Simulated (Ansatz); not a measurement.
# Mo3I: the cost of one run

Program: Ansatz 0.2.0. Level of theory: DFT PBE, scalar-relativistic, plane waves, PAW. These are calculated values, not measurements.

## (1) The structure to begin with

It takes space group Pm-3m (No. 221, cubic). The conventional cell has a = 4.784 Å, b = 4.784 Å, c = 4.784 Å, α = 90.00°, β = 90.00°, γ = 90.00°. Around Mo (site symmetry 4/mmm) lie 2 I at 2.39 Å. Around I (site symmetry m-3m) lie 6 Mo at 2.39 Å.

Structure file:

```cif
data_structure
_symmetry_space_group_name_H-M 'Pm-3m'
_symmetry_Int_Tables_number 221
_cell_length_a 4.7841
_cell_length_b 4.7841
_cell_length_c 4.7841
_cell_angle_alpha 90.000
_cell_angle_beta 90.000
_cell_angle_gamma 90.000
_cell_volume 109.50
loop_
_atom_site_label
_atom_site_type_symbol
_atom_site_symmetry_multiplicity
_atom_site_Wyckoff_symbol
_atom_site_fract_x
_atom_site_fract_y
_atom_site_fract_z
_atom_site_occupancy
Mo1 Mo 3 d 0.50000 0.00000 0.00000 1
I1 I 1 a 0.00000 0.00000 0.00000 1
```

(A quick probe on a coarse mesh, which set the mesh and smearing, is not shown.)

## (3) Coarse relaxation

Contents of input.yaml:

```yaml
crystal:
  lattice:
    - [4.7840867999, 0.0, 0.0]
    - [0.0, 4.7840867999, 0.0]
    - [0.0, 0.0, 4.7840867999]
  atoms:
    - { symbol: Mo, position: [0.5, 0.0, 0.0] }
    - { symbol: Mo, position: [0.0, 0.5, 0.0] }
    - { symbol: Mo, position: [0.0, 0.0, 0.5] }
    - { symbol: I, position: [0.0, 0.0, 0.0] }
basis:
  ecutwfc: 420
kpoints:
  mp_grid: { grid: [4, 4, 4] }
hamiltonian:
  xc: pbe
scf:
  occupations: { method: gaussian, width: 0.1 }
  lower_state_search: "off"
output:
  forces: true
  stress: true
  eigenvalues: true
relax:
  adjacent_minimum: "off"
  f_tol: 0.04
  max_steps: 70
  cell: { stress_tol: 0.4 }
```

On the command line:

```sh
$ ansatz run input.yaml --threads 1 --pin off --max-ram 2560MiB --backend cpu --events-out ev --progress --plain --runs-dir out
```

**Question.** How long does this run take on 1 thread of Arm Neoverse N1, shared host, and how much memory does it need?

About 24 s, with a peak of 0.38 GiB.
